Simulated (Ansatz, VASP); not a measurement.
## Pt: VASP beside Ansatz

```
CELL_PARAMETERS angstrom
0.00000 1.98518 1.98518
1.98518 0.00000 1.98518
1.98518 1.98518 0.00000
ATOMIC_POSITIONS crystal
Pt 0.00000 0.00000 0.00000
```

Alike in both runs: task relaxation of cell and atoms; functional PBE; k mesh 18 × 18 × 18; occupations fermi-dirac, width 0.05 eV; no spin polarisation.

|  | VASP | Ansatz |
| --- | --- | --- |
| version | VASP 6.6.1 | Ansatz 0.2.0 |
| potentials or method | VASP PAW PBE potentials, release 64 (Pt), cutoff 600 eV | all-electron LAPW, scalar-relativistic |

```csv
,VASP,Ansatz,Ansatz less VASP
relaxed volume (Å³/atom),15.62,15.65,+0.026
relaxed cell length with the largest relative difference (Å),2.806,2.807,+0.0016
```

Ansatz ran all-electron here, so the differences hold the error of VASP's frozen core and of both bases.

The runs have no spin-orbit coupling, so splittings on Pt are missing.
